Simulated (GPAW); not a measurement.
TiAl:

```
Ti Al
1.0
     3.17906    0.00000    0.00000
     0.00000    3.17906    0.00000
     0.00000    0.00000    3.17906
Ti Al
1 1
Direct
  0.00000 0.00000 0.00000
  0.50000 0.50000 0.50000
```

The cell comes from a database or a generator and needn't be the stable form of this composition.

```yaml
Program: GPAW 26.7.0
Task: relaxation of cell and atoms
Functional: PBEsol
Dispersion: D3(BJ)
Potentials_or_basis: PAW data sets generated in the run's folder for this functional
Cutoff: 600 eV
Basis: pw
k_mesh: 8 × 8 × 8
Occupations: fermi-dirac, width 0.05 eV
Spin: no spin polarisation
```

At the start: pressure -7.2 GPa; volume 16.06 Å³/atom.

Q: How do energy, volume and symmetry change on relaxing?

A: Over 4 steps the energy falls by 20.7 meV/atom and the volume is 15.09 Å³/atom (-6.1 %); space group Pm-3m (No. 221, to 0.05 Å).

Step by step:
```csv
step,energy change (eV),largest force (eV/Å),pressure (GPa),volume (Å³)
1,0.0000,0.0000,-7.23,32.13
2,-0.0186,0.0000,-5.61,31.63
3,-0.0409,0.0000,0.40,30.08
4,-0.0413,0.0000,-0.02,30.18
```

Final structure:
```cif
data_structure
_symmetry_space_group_name_H-M 'P 1'
_symmetry_Int_Tables_number 1
_cell_length_a 3.1134
_cell_length_b 3.1134
_cell_length_c 3.1134
_cell_angle_alpha 90.000
_cell_angle_beta 90.000
_cell_angle_gamma 90.000
_cell_volume 30.18
loop_
_atom_site_label
_atom_site_type_symbol
_atom_site_fract_x
_atom_site_fract_y
_atom_site_fract_z
_atom_site_occupancy
Ti1 Ti 0.00000 0.00000 0.00000 1
Al1 Al 0.50000 0.50000 0.50000 1
```

Caveat: later steps reuse the first step's grids; pairwise dispersion overbinds metals, which lowers pressure and volume.
